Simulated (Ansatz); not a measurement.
# Relaxation of CuAu3

Method: DFT PBEsol, scalar-relativistic, plane waves, PAW (Ansatz 0.2.0). Settings: 420 eV cutoff, 14×14×14 k-mesh, Gaussian smearing of 0.10 eV, no spin polarisation.

What was changed: biaxial strain in the a-b plane, c and atoms relaxed: -6.0 %.

Spin–orbit coupling is left out, which can shift energies with elements as heavy as these.

Command:

```bash
ansatz run input.yaml --threads 1 --pin off --max-ram 2560MiB --backend cpu --events-out ev --progress --plain --runs-dir out
```

Input:

```yaml
crystal:
  lattice:
    - [3.7357966438, 0.0, 0.0]
    - [0.0, 3.7357966438, 0.0]
    - [0.0, 0.0, 4.1173248117]
  atoms:
    - { symbol: Cu, position: [0.0, 0.0, 0.0] }
    - { symbol: Au, position: [0.0, 0.5, 0.5] }
    - { symbol: Au, position: [0.5, 0.0, 0.5] }
    - { symbol: Au, position: [0.5, 0.5, 0.0] }
basis:
  ecutwfc: 420
kpoints:
  mp_grid: { grid: [14, 14, 14] }
hamiltonian:
  xc: pbesol
scf:
  occupations: { method: gaussian, width: 0.1 }
output:
  forces: true
  stress: true
  eigenvalues: true
relax:
  adjacent_minimum: "off"
  f_tol: 0.008
  max_steps: 40
  cell: { stress_tol: 0.015, fix: [a, b, gamma] }
```

F is the free energy. Steps run on the plane waves of an earlier cell, but the last one, and at times one on the way, on a freshly chosen basis, so a repeated geometry can differ a little in energy. The held parts of the cell keep their stress, so P needn't end at zero.

Steps:

| step | F − F(1) (eV) | largest force component (eV/Å) | V (Å³/atom) | P (GPa) |
| --- | --- | --- | --- | --- |
| 1 | 0.0000 | 0.000 | 14.366 | 20.62 |
| 2 | -0.1209 | 0.000 | 15.066 | 10.07 |
| 3 | -0.1212 | 0.000 | 15.105 | 9.59 |
| 4 | -0.1212 | 0.000 | 15.112 | 9.50 |
| 5 | -0.1225 | 0.000 | 15.112 | 9.49 |

Relaxed structure:

```cif
data_structure
_symmetry_space_group_name_H-M 'P 1'
_symmetry_Int_Tables_number 1
_cell_length_a 3.7358
_cell_length_b 3.7358
_cell_length_c 4.3313
_cell_angle_alpha 90.000
_cell_angle_beta 90.000
_cell_angle_gamma 90.000
_cell_volume 60.45
loop_
_atom_site_label
_atom_site_type_symbol
_atom_site_fract_x
_atom_site_fract_y
_atom_site_fract_z
_atom_site_occupancy
Cu1 Cu 0.00000 0.00000 0.00000 1
Au1 Au 0.00000 0.50000 0.50000 1
Au2 Au 0.50000 0.00000 0.50000 1
Au3 Au 0.50000 0.50000 0.00000 1
```

Symmetry: P4/mmm, No. 123, tetragonal system. The conventional cell has a = 3.736 Å, b = 3.736 Å, c = 4.331 Å, α = 90.00°, β = 90.00°, γ = 90.00°. Cu (site symmetry 4/mmm) is surrounded by 12 Au at 2.64 to 2.86 Å. Au (site symmetry mmm) is surrounded by 8 Au at 2.64 to 2.86 Å and 4 Cu at 2.86 Å. Au (site symmetry 4/mmm) has 4 Cu at 2.64 Å and 8 Au at 2.86 Å as nearest neighbours.

The run converged. The run took 3.5 min on 1 thread of Arm Neoverse V1, with other jobs on the host, peak memory 0.76 GiB.